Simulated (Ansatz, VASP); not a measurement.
**Au in VASP and in Ansatz**

The input INCAR:

```
SYSTEM = Au
PREC = Accurate
ENCUT = 520
EDIFF = 1E-6
ISMEAR = 0
SIGMA = 0.15
LREAL = .FALSE.
LASPH = .TRUE.
NELM = 80
ALGO = Fast
ISIF = 2
LWAVE = .FALSE.
LCHARG = .FALSE.
GGA = PS
NBANDS = 12
```

Contents of KPOINTS:

```
Automatic mesh
0
G
  20 20 20
  0 0 0
```

The input POSCAR:

```
Au
1.0
   -1.7898505200      1.7898505200      1.5246874800
    1.7898505200     -1.7898505200      1.5246874800
    1.7898505200      1.7898505200     -1.5246874800
Au
1
Direct
    0.0000000000      0.0000000000      0.0000000000
```

Input for Ansatz:

```yaml
crystal:
  lattice:
    - [-1.78985052, 1.78985052, 1.52468748]
    - [1.78985052, -1.78985052, 1.52468748]
    - [1.78985052, 1.78985052, -1.52468748]
  atoms:
    - { symbol: Au, position: [0.0, 0.0, 0.0] }
basis:
  ecutwfc: 420
kpoints:
  mp_grid: { grid: [20, 20, 20] }
hamiltonian:
  xc: pbesol
scf:
  occupations: { method: gaussian, width: 0.15 }
output:
  forces: true
  stress: true
  eigenvalues: true
```

Change from the starting cell: strain +0.080 along x and y, -0.080 along z, atoms carried along.

Alike in both runs: task single point; functional PBEsol; k mesh 20 × 20 × 20; occupations gaussian, width 0.15 eV; no spin polarisation.

```csv
,VASP,Ansatz
version,VASP 6.6.1,Ansatz 0.2.0
potentials or method,"VASP PAW PBE potentials, release 64 (Au)","scalar-relativistic, plane waves, PAW"
plane-wave cutoff (eV),520,420
valence electrons in the cell,11,19
```

```tsv
	VASP	Ansatz	Ansatz less VASP
gap on the k mesh at the Fermi level (eV)	none	none	-
pressure (GPa)	-15.4	-15.4	+0.07
largest component of the traceless stress (GPa)	1.33	1.31	-0.013
```

A gap of «none» marks a metal or a gap that the smearing closes. The two sets of potentials don't hold the same shells in valence.

Caveats: so large a pressure means that the cell lies far from this level's equilibrium, or that cutoff or potentials fall short (VASP); the potentials were made for another functional, which shifts forces and pressure (VASP). Spin-orbit coupling is left out, which matters for the levels of Au.
